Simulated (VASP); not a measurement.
# Ga4AsP3 (Cm) in VASP: settings compared, part 2 of 3

VASP 6.6.1.

## Step 3: Band structure, PBEsol

This run uses another cell than the first one, of 21.10 Å³/atom, 1.007 times its volume.

Contents of INCAR:

```
  PREC = Accurate
  ENCUT = 520
  EDIFF = 1E-6
  ISMEAR = 0
  SIGMA = 0.02
  LREAL = False
  LASPH = True
  NELM = 100
  ALGO = Normal
  ISIF = 2
  LWAVE = False
  LCHARG = False
  GGA = PS
  KPAR = 2
```

Contents of KPOINTS:

```
regular mesh
0
Gamma
  7 7 4
```

Contents of POSCAR:

```
Ga4AsP3
1.0
   -2.7631321300      2.7631321300      0.0000000000
   -2.7631321300     -5.5262642600      2.7631321300
    2.7631321300      2.7631321300      5.5262642600
Ga As P
4 1 3
Direct
    0.0000000000      0.0000000000      0.0000000000
    0.7500000000      0.5000000000      0.2500000000
    0.5000000000      0.0000000000      0.5000000000
    0.2500000000      0.5000000000      0.7500000000
    0.5625000000      0.1250000000      0.1875000000
    0.3125000000      0.6250000000      0.4375000000
    0.0625000000      0.1250000000      0.6875000000
    0.8125000000      0.6250000000      0.9375000000
```

Contents of KPOINTS_OPT:

```
path GYFLI,I1ZF1,YX1,XGN,MG
15
line-mode
reciprocal
 0.0000000000  0.0000000000  0.0000000000  G
 0.0000000000 -0.5000000000  1.0000000000  Y

 0.0000000000 -0.5000000000  1.0000000000  Y
 0.0000000000  0.2031250000  1.2812500000  F

 0.0000000000  0.2031250000  1.2812500000  F
 0.0000000000 -0.5000000000  0.5000000000  L

 0.0000000000 -0.5000000000  0.5000000000  L
 0.4687500000 -0.7343750000  0.5000000000  I

 0.5312500000 -0.2656250000 -0.5000000000  I1
 0.0000000000  0.0000000000 -0.5000000000  Z

 0.0000000000  0.0000000000 -0.5000000000  Z
 0.0000000000 -1.2031250000 -0.2812500000  F1

 0.0000000000 -0.5000000000  1.0000000000  Y
 0.3125000000 -0.6562500000  1.0000000000  X1

 0.6875000000 -0.3437500000  0.0000000000  X
 0.0000000000  0.0000000000  0.0000000000  G

 0.0000000000  0.0000000000  0.0000000000  G
 0.5000000000 -0.5000000000  0.5000000000  N

 0.5000000000 -0.5000000000  0.0000000000  M
 0.0000000000  0.0000000000  0.0000000000  G
```

Potentials or basis: VASP PAW PBE potentials, release 64 (Ga_d, As, P).

On the command line:

```bash
$ cat potpaw_PBE.64/Ga_d/POTCAR potpaw_PBE.64/As/POTCAR potpaw_PBE.64/P/POTCAR > POTCAR
$ mpirun -np 2 vasp_std > vasp.out
```

Run time: 11 min. Hardware: 2 MPI ranks of Intel Xeon Platinum 8559C (Emerald Rapids), shared host; peak memory 0.63 GiB.

The run converged. Its results:

- Free energy: -38.7356 eV
- Pressure: -1.3 GPa
- Largest force: 0.779 eV/Å
- Band gap on the k mesh: 1.30 eV, direct
- Band gap along the path: 1.30 eV, direct

Forces in eV/Å, atoms in the order of the input:
```
Ga  -0.010 -0.010 -0.779
Ga  -0.390 -0.390  0.388
Ga   0.392  0.392  0.396
Ga   0.008  0.008 -0.007
As   0.004  0.004 -0.029
P   -0.013 -0.013  0.040
P    0.023  0.023  0.003
P   -0.013 -0.013 -0.012
```

Levels at the corners of the path, in eV from the valence-band top:
```
point  band 34  band 35  band 36  band 37  band 38  band 39
    Γ    -0.01     0.00     0.00     1.30     1.38     2.27
    Y    -0.72    -0.61    -0.60     1.37     1.50     1.69
    Y    -0.72    -0.61    -0.60     1.37     1.50     1.69
    F    -1.07    -0.90    -0.89     1.95     2.10     2.59
    F    -1.07    -0.90    -0.89     1.95     2.10     2.59
    L    -2.00    -0.76    -0.65     2.15     2.20     2.63
    L    -2.00    -0.76    -0.65     2.15     2.20     2.63
    I    -2.28    -1.46    -1.41     1.75     1.76     2.38
   I1    -2.28    -1.46    -1.41     1.75     1.76     2.38
    Z    -1.16    -1.09    -1.09     2.51     2.56     2.71
    Z    -1.16    -1.09    -1.09     2.51     2.56     2.71
   F1    -1.07    -0.90    -0.89     1.95     2.10     2.59
    Y    -0.72    -0.61    -0.60     1.37     1.50     1.69
   X1    -2.02    -1.63    -1.60     2.26     2.90     2.97
    X    -2.02    -1.63    -1.60     2.26     2.90     2.97
    Γ    -0.01     0.00     0.00     1.30     1.38     2.27
    Γ    -0.01     0.00     0.00     1.30     1.38     2.27
    N    -2.01    -1.12    -1.12     1.37     1.50     1.69
    M    -2.66    -1.74    -1.70     3.05     3.09     3.27
    Γ    -0.01     0.00     0.00     1.30     1.38     2.27
```

Caveat: the PAW data sets were made with another functional, which shifts forces and pressure a little.

## Step 4: Band structure, LDA

This run uses another cell than the first one, of 20.17 Å³/atom, 0.963 times its volume.

Contents of POSCAR:

```
Ga4AsP3                                 
1.0
   -2.7361668675      2.7361668675      0.0000000000
   -2.7150757546     -5.4512426221      2.7147835858
    2.7173796259      2.7173796259      5.4154237879
  Ga              As              P             
     4     1     3
Direct
     0.9972462406517264    0.9944924813034524    0.9916067089222145
     0.7551035705373546    0.5102071410747092    0.2515034196781730
     0.4989013006094637    0.9978026012189274    0.5072467254759573
     0.2486339194052345    0.4972678388104689    0.7499938157006603
     0.5628560759785228    0.1257121519570452    0.1879343958541970
     0.3133150074287083    0.6266300148574165    0.4403196978848587
     0.0624316998902866    0.1248633997805732    0.6869219081731526
     0.8115121854987034    0.6230243709974069    0.9344733283107871
```

Contents of INCAR.step1:

```
PREC     = Accurate       # precision mode
ENCUT    = 300            # plane-wave cutoff, eV
EDIFF    = 1E-6           # SCF threshold, eV
ISMEAR   = 0              # smearing method
SIGMA    = 0.02           # smearing width, eV
LREAL    = False          # projectors in reciprocal space
LASPH    = True           # aspherical terms in the spheres
NELM     = 100            # most SCF steps
ALGO     = Normal         # electronic algorithm
ISIF     = 2              # what is computed and relaxed
LWAVE    = False          # write WAVECAR
LCHARG   = True           # write CHGCAR
NBANDS   = 46             # bands
KPAR     = 2
```

Contents of KPOINTS.step1:

```
regular mesh
0
Gamma
  4 4 2
```

Contents of INCAR.step2:

```
PREC     = Accurate       # precision mode
ENCUT    = 300            # plane-wave cutoff, eV
EDIFF    = 1E-6           # SCF threshold, eV
ISMEAR   = 0              # smearing method
SIGMA    = 0.05           # smearing width, eV
LREAL    = False          # projectors in reciprocal space
LASPH    = True           # aspherical terms in the spheres
NELM     = 100            # most SCF steps
ALGO     = Normal         # electronic algorithm
ISIF     = 2              # what is computed and relaxed
LWAVE    = False          # write WAVECAR
LCHARG   = False          # write CHGCAR
NBANDS   = 46             # bands
ICHARG   = 11             # starting density
KPAR     = 2
```

Contents of KPOINTS.step2:

```
path GYFLI,I1ZF1,YX1,XGN,MG
15
line-mode
reciprocal
 0.0000000000  0.0000000000  0.0000000000  G
 0.0000000000 -0.5000000000  1.0000000000  Y

 0.0000000000 -0.5000000000  1.0000000000  Y
 0.0000000000  0.2031250000  1.2812500000  F

 0.0000000000  0.2031250000  1.2812500000  F
 0.0000000000 -0.5000000000  0.5000000000  L

 0.0000000000 -0.5000000000  0.5000000000  L
 0.4687500000 -0.7343750000  0.5000000000  I

 0.5312500000 -0.2656250000 -0.5000000000  I1
 0.0000000000  0.0000000000 -0.5000000000  Z

 0.0000000000  0.0000000000 -0.5000000000  Z
 0.0000000000 -1.2031250000 -0.2812500000  F1

 0.0000000000 -0.5000000000  1.0000000000  Y
 0.3125000000 -0.6562500000  1.0000000000  X1

 0.6875000000 -0.3437500000  0.0000000000  X
 0.0000000000  0.0000000000  0.0000000000  G

 0.0000000000  0.0000000000  0.0000000000  G
 0.5000000000 -0.5000000000  0.5000000000  N

 0.5000000000 -0.5000000000  0.0000000000  M
 0.0000000000  0.0000000000  0.0000000000  G
```

Potentials or basis: VASP PAW LDA potentials, release 64 (Ga_d, As, P).

On the command line:

```bash
$ cat potpaw_LDA.64/Ga_d/POTCAR potpaw_LDA.64/As/POTCAR potpaw_LDA.64/P/POTCAR > POTCAR
$ cp INCAR.step1 INCAR
$ cp KPOINTS.step1 KPOINTS
$ mpirun -np 2 vasp_std > vasp.out
$ cp INCAR.step2 INCAR
$ cp KPOINTS.step2 KPOINTS
$ mpirun -np 2 vasp_std > vasp.out
```

OUTCAR:

```text
PREC = Accurate
   ENCUT = 300
   EDIFF = 1E-6
   ISMEAR = 0
   LREAL = False
   LASPH = True
   NELM = 100
   ISIF = 2
   ICHARG = 11

 ion  position               nearest neighbor table
   1  0.997  0.994  0.992-   7 2.32   8 2.33   5 2.40   5 2.40
   2  0.755  0.510  0.252-   8 2.34   6 2.35   6 2.35   5 2.41
   3  0.499  0.998  0.507-   6 2.33   7 2.34   7 2.34   5 2.40
   4  0.249  0.497  0.750-   7 2.34   6 2.35   8 2.35   8 2.35
   5  0.563  0.126  0.188-   1 2.40   1 2.40   3 2.40   2 2.41
   6  0.313  0.627  0.440-   3 2.33   4 2.35   2 2.35   2 2.35
   7  0.062  0.125  0.687-   1 2.32   4 2.34   3 2.34   3 2.34
   8  0.812  0.623  0.934-   1 2.33   2 2.34   4 2.35   4 2.35

  LATTYP: Found a base centered monoclinic cell.
 ALAT       =    12.7615716638
 B/A-ratio  =     0.3032169074
 C/A-ratio  =     0.5203446518
 COS(beta)  =    -0.1767546499

  Lattice vectors:

 A1 = (  -5.4512426221,  -2.7150757546,   2.7147835858)
 A2 = (  -2.7150757546,  -5.4512426221,   2.7147835858)
 A3 = (   2.7173796259,   2.7173796259,   5.4154237879)

Analysis of symmetry for initial positions (statically):
[... 188 lines left out ...]
  band No.  band energies     occupation
      1     -10.2927      2.00000
      2     -10.2756      2.00000
      3     -10.2591      2.00000
      4     -10.1969      2.00000
      5     -10.1949      2.00000
      6     -10.1726      2.00000
[... 1165 lines left out ...]
     45       9.1507      0.00000
     46       9.5397      0.00000

 [... further k-points ...]

------------------------ aborting loop because EDIFF is reached ----------------------------------------

  FORCE on cell =-STRESS in cart. coord.  units (eV):
  Direction    XX          YY          ZZ          XY          YZ          ZX
  --------------------------------------------------------------------------------------
  -------------------------------------------------------------------------------------
  Total        7.4446081      7.4446081      7.3102070     -5.6021627      0.6995275      0.6995275
  in kB       73.9124866     73.9124866     72.5781085    -55.6200904      6.9451367      6.9451364
  external PRESSURE =      73.4676939 kB  Pullay stress =       0.0000000 kB

 VOLUME and BASIS-vectors are now :
 -----------------------------------------------------------------------------
  energy-cutoff  :      300.00
  volume of cell :      161.37
      direct lattice vectors                 reciprocal lattice vectors
    -2.736166868  2.736166868  0.000000000    -0.228647724  0.136827062  0.046074251
    -2.715075755 -5.451242622  2.714783586    -0.091820662 -0.091820662  0.092148502
     2.717379626  2.717379626  5.415423788     0.046030234  0.046030234  0.138463173

 POSITION                                       TOTAL-FORCE (eV/Angst)
 -----------------------------------------------------------------------------------
     -2.73418      0.00198      8.06980         0.030864      0.030864     -0.259429
     -2.76791     -0.03174      2.74710         0.009233      0.009233     -0.224496
     -2.69580     -2.69580      5.45577         0.039383      0.039383     -0.244344
      0.00759      0.00759      5.41151         0.034001      0.034001     -0.242912
     -1.37070      1.36547      1.35903        -0.032561     -0.032561      0.225484
     -1.36211     -1.36211      4.08568        -0.017610     -0.017610      0.256114
      1.35679      1.35679      4.05895        -0.028360     -0.028360      0.257397
     -1.37267      1.36349      6.75195        -0.034950     -0.034950      0.232186
 -----------------------------------------------------------------------------------
    total drift:                               -0.006300     -0.006082      0.175234

  FREE ENERGIE OF THE ION-ELECTRON SYSTEM (eV)
  ---------------------------------------------------
  free  energy   TOTEN  =       -36.0410707362 eV

  energy  without entropy=      -36.0410707362  energy(sigma->0) =      -36.04107074
```

OSZICAR.step1:

```text
N       E                     dE             d eps       ncg     rms          rms(c)
DAV:   1     0.497999416347E+03    0.49800E+03   -0.24596E+04  1358   0.169E+03
DAV:   2     0.348034442183E+02   -0.46320E+03   -0.44561E+03  1380   0.444E+02
DAV:   3    -0.380463573871E+02   -0.72850E+02   -0.70623E+02  1530   0.140E+02
DAV:   4    -0.419651976129E+02   -0.39188E+01   -0.38984E+01  1644   0.339E+01
DAV:   5    -0.420676802839E+02   -0.10248E+00   -0.10238E+00  1724   0.536E+00    0.867E+00
DAV:   6    -0.410103256552E+02    0.10574E+01   -0.16953E+00  1924   0.141E+01    0.512E+00
DAV:   7    -0.408236328360E+02    0.18669E+00   -0.87908E-01  1492   0.431E+00    0.169E+00
DAV:   8    -0.408109485416E+02    0.12684E-01   -0.14967E-01  1734   0.557E+00    0.306E-01
DAV:   9    -0.408106275342E+02    0.32101E-03   -0.17184E-02  1726   0.257E+00    0.104E-01
DAV:  10    -0.408107573282E+02   -0.12979E-03   -0.43035E-03  1866   0.814E-01    0.661E-02
DAV:  11    -0.408108523748E+02   -0.95047E-04   -0.12166E-03  1714   0.308E-01    0.249E-02
DAV:  12    -0.408108598649E+02   -0.74901E-05   -0.15881E-04  1642   0.180E-01    0.133E-02
DAV:  13    -0.408108614189E+02   -0.15540E-05   -0.39428E-05  1704   0.971E-02    0.600E-03
DAV:  14    -0.408108628554E+02   -0.14365E-05   -0.11573E-05  1230   0.470E-02    0.280E-03
DAV:  15    -0.408108631518E+02   -0.29643E-06   -0.44906E-06  1098   0.294E-02
   1 F= -.40810863E+02 E0= -.40810863E+02  d E =-.954884E-18
```

Run time: 2.5 min. Hardware: 2 MPI ranks of Intel Xeon Platinum 8488C (Sapphire Rapids), shared host; peak memory 0.44 GiB.

Results:

```
Band gap on the k mesh  : 1.29 eV, indirect (least direct gap 1.34 eV)
Band gap along the path : 1.29 eV, indirect (least direct gap 1.34 eV)
```

Levels at the corners of the path, in eV from the valence-band top:
```tsv
point	band 34	band 35	band 36	band 37	band 38	band 39
Γ	-0.06	-0.02	0.00	1.34	1.51	2.02
Y	-0.88	-0.57	-0.54	1.29	1.32	1.53
Y	-0.88	-0.57	-0.54	1.29	1.32	1.53
F	-1.27	-0.99	-0.85	1.71	2.08	2.49
F	-1.27	-0.99	-0.85	1.71	2.08	2.49
L	-2.13	-0.99	-0.62	1.91	2.06	2.57
L	-2.13	-0.99	-0.62	1.91	2.06	2.57
I	-2.36	-1.59	-1.45	1.57	1.70	2.30
I1	-2.36	-1.59	-1.45	1.57	1.70	2.30
Z	-1.32	-1.15	-1.06	2.25	2.42	2.61
Z	-1.32	-1.15	-1.06	2.25	2.42	2.61
F1	-1.27	-0.99	-0.85	1.71	2.08	2.49
Y	-0.88	-0.57	-0.54	1.29	1.32	1.53
X1	-2.16	-1.80	-1.66	2.15	2.86	2.94
X	-2.16	-1.80	-1.66	2.15	2.86	2.94
Γ	-0.06	-0.02	0.00	1.34	1.51	2.02
Γ	-0.06	-0.02	0.00	1.34	1.51	2.02
N	-2.04	-1.23	-1.18	1.33	1.40	1.62
M	-2.81	-1.98	-1.78	2.98	3.08	3.29
Γ	-0.06	-0.02	0.00	1.34	1.51	2.02
```

Caveat: the k mesh is coarse (spacing up to 0.48 Å⁻¹), so the values aren't converged; the cutoff is under 1.25 times the usual one of these potentials, so pressure, stress and relaxed cells hold a basis-set (Pulay) error; the log is that of the step along the path at fixed density, whose energy, stress, charges and moments have no meaning. A hybrid or GW would open this gap; LDA tends to underestimate it.

## Step 5: Band structure, r2SCAN

This run uses another cell than the first one, of 20.83 Å³/atom, 0.994 times its volume.

Contents of INCAR:

```
SYSTEM = Ga4AsP3
  PREC = Accurate
  ENCUT = 520
  EDIFF = 1E-6
  ISMEAR = 0
  SIGMA = 0.02
  LREAL = .FALSE.
  LASPH = .TRUE.
  NELM = 60
  ALGO = Normal
  ISIF = 2
  LWAVE = .FALSE.
  LCHARG = .FALSE.
  METAGGA = R2SCAN
  LMIXTAU = .TRUE.
  KPAR = 2
```

Contents of KPOINTS:

```
Automatic mesh
0
G
  7 7 4
  0 0 0
```

Contents of POSCAR:

```
Ga4AsP3                                 
1.0
   -2.7515937478      2.7515937478     -0.0000000000
   -2.7515539406     -5.5031476884      2.7503609551
    2.7522307658      2.7522307658      5.5027125245
  Ga              As              P             
     4     1     3
Direct
     0.9973560070300628    0.9947120140601254    0.9917033633627385
     0.7548921596317574    0.5097843192635144    0.2512049585832491
     0.4989573949505703    0.9979147899011406    0.5071777660701403
     0.2487779160342979    0.4975558320685958    0.7497883086616853
     0.5626917979295712    0.1253835958591427    0.1880116723657708
     0.3132942833152476    0.6265885666304952    0.4401655750428121
     0.0624186356273706    0.1248372712547412    0.6872223283619521
     0.8116118054811220    0.6232236109622442    0.9347260275516523
```

Changes to KPOINTS_OPT since step 3:

```diff
@@ -1,3 +1,3 @@
 path GYFLI,I1ZF1,YX1,XGN,MG
-15
+20
 line-mode
```

Potentials or basis: VASP PAW PBE potentials, release 64 (Ga_d, As, P).

On the command line:

```bash
$ cat potpaw_PBE.64/Ga_d/POTCAR potpaw_PBE.64/As/POTCAR potpaw_PBE.64/P/POTCAR > POTCAR
$ mpirun -np 2 vasp_std > vasp.out
```

Wall time 41 min (2 MPI ranks of Intel Xeon Platinum 8259CL at 2.50GHz (Skylake/Cascade Lake), shared host); peak memory 0.71 GiB.

It converged, with:

```yaml
Free_energy: -91.4029 eV
Pressure: 0.0 GPa
Largest_force: 0.020 eV/Å
Band_gap_on_the_k_mesh: 1.77 eV, direct
Band_gap_along_the_path: 1.76 eV, indirect (least direct gap 1.77 eV)
```

Forces on the atoms (eV/Å):
```
Ga  -0.002 -0.002  0.011
Ga  -0.003 -0.003  0.002
Ga   0.003  0.003 -0.019
Ga   0.008  0.008  0.002
As  -0.010 -0.010  0.005
P   -0.004 -0.004  0.000
P    0.004  0.004  0.003
P    0.002  0.002 -0.004
```

Levels at the corners of the path, in eV from the valence-band top:
| point | band 33 | band 34 | band 35 | band 36 | band 37 | band 38 | band 39 | band 40 |
| --- | --- | --- | --- | --- | --- | --- | --- | --- |
| Γ | -1.21 | -0.06 | -0.04 | 0.00 | 1.77 | 1.94 | 2.53 | 2.74 |
| Y | -0.91 | -0.91 | -0.59 | -0.49 | 1.77 | 1.81 | 1.99 | 2.18 |
| Y | -0.91 | -0.91 | -0.59 | -0.49 | 1.77 | 1.81 | 1.99 | 2.18 |
| F | -1.33 | -1.23 | -0.97 | -0.78 | 2.24 | 2.51 | 2.93 | 3.18 |
| F | -1.33 | -1.23 | -0.97 | -0.78 | 2.24 | 2.51 | 2.93 | 3.18 |
| L | -2.10 | -2.06 | -0.96 | -0.56 | 2.39 | 2.54 | 3.01 | 3.18 |
| L | -2.10 | -2.06 | -0.96 | -0.56 | 2.39 | 2.54 | 3.01 | 3.18 |
| I | -2.47 | -2.30 | -1.61 | -1.46 | 1.99 | 2.12 | 2.67 | 2.90 |
| I1 | -2.47 | -2.30 | -1.61 | -1.46 | 1.99 | 2.12 | 2.67 | 2.90 |
| Z | -1.37 | -1.29 | -1.11 | -0.98 | 2.76 | 2.90 | 3.03 | 3.38 |
| Z | -1.37 | -1.29 | -1.11 | -0.98 | 2.76 | 2.90 | 3.03 | 3.38 |
| F1 | -1.33 | -1.23 | -0.97 | -0.78 | 2.24 | 2.51 | 2.93 | 3.18 |
| Y | -0.91 | -0.91 | -0.59 | -0.49 | 1.77 | 1.81 | 1.99 | 2.18 |
| X1 | -2.47 | -2.13 | -1.79 | -1.64 | 2.60 | 3.22 | 3.31 | 4.03 |
| X | -2.47 | -2.13 | -1.79 | -1.64 | 2.60 | 3.22 | 3.31 | 4.03 |
| Γ | -1.21 | -0.06 | -0.04 | 0.00 | 1.77 | 1.94 | 2.53 | 2.74 |
| Γ | -1.21 | -0.06 | -0.04 | 0.00 | 1.77 | 1.94 | 2.53 | 2.74 |
| N | -2.29 | -2.05 | -1.22 | -1.21 | 1.76 | 1.81 | 2.03 | 2.53 |
| M | -2.87 | -2.76 | -1.95 | -1.73 | 3.37 | 3.48 | 3.66 | 3.70 |
| Γ | -1.21 | -0.06 | -0.04 | 0.00 | 1.77 | 1.94 | 2.53 | 2.74 |

Caveat: the PAW data sets were made with another functional, which shifts forces and pressure a little. r2SCAN opens gaps a little over a GGA but as a rule still falls short of measured ones.

[end of part 2 of 3]
